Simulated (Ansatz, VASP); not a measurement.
This is a calculation of MgSi for VASP 6.6.1.

INCAR

```
PREC = Accurate
ENCUT = 520
EDIFF = 1E-7
ISMEAR = -1
SIGMA = 0.05
LREAL = False
LASPH = True
NELM = 60
ALGO = Normal
ISIF = 2
LWAVE = False
LCHARG = False
GGA = PS
NBANDS = 10
```

File KPOINTS:

```
Automatic mesh
0
Gamma
  9 9 7
```

File POSCAR:

```
MgSi
1.0
    2.8690865599      0.0000000000      0.0000000000
    0.0000000000      2.8690865599      0.0000000000
    0.0000000000      0.0000000000      4.0479684854
Si Mg
1 1
Direct
    0.5000000000      0.5000000000      0.5000000000
    0.0000000000      0.0000000000      0.0000000000
```

Potentials or basis: VASP PAW PBE potentials, release 64 (Si, Mg).

Command:

```bash
$ cat potpaw_PBE.64/Si/POTCAR potpaw_PBE.64/Mg/POTCAR > POTCAR
$ mpirun -np 1 vasp_std > vasp.out
```

Q: Set up the same calculation for Ansatz 0.2.0. Potentials there: Ansatz PAW.

A: As run (the cutoff follows the program's own potentials):

input.yaml

```yaml
crystal:
  lattice:
    - [2.8690865599, 0.0, 0.0]
    - [0.0, 2.8690865599, 0.0]
    - [0.0, 0.0, 4.0479684854]
  atoms:
    - { symbol: Si, position: [0.5, 0.5, 0.5] }
    - { symbol: Mg, position: [0.0, 0.0, 0.0] }
hamiltonian:
  xc: pbesol
  pseudopotentials: { kind: paw }
kpoints:
  mp_grid: { grid: [9, 9, 7] }
scf:
  occupations: { method: fermi_dirac, width: 0.05 }
output:
  forces: true
  stress: true
  eigenvalues: true
```

Potentials or basis: Ansatz PAW.

Run with:

```bash
$ ansatz run input.yaml --threads 1 --pin off --max-ram 3584MiB --backend cpu --events-out ev --progress --plain --runs-dir out
```

Both were run:

|  | VASP | Ansatz | Ansatz less VASP |
| --- | --- | --- | --- |
| gap on the k mesh at the Fermi level (eV) | none | none | - |
| pressure (GPa) | 1.1 | 1.2 | +0.02 |
| largest component of the traceless stress (GPa) | 4.15 | 4.12 | -0.034 |

A gap of «none» marks a metal or a gap that the smearing closes. The two sets of potentials don't hold the same shells in valence.

Caveats: the PAW data sets were made with another functional, which shifts forces and pressure a little (VASP); the PAW data sets come from PBE, with cores solved anew for the run's functional, which leaves a small shift of forces and pressure (Ansatz).
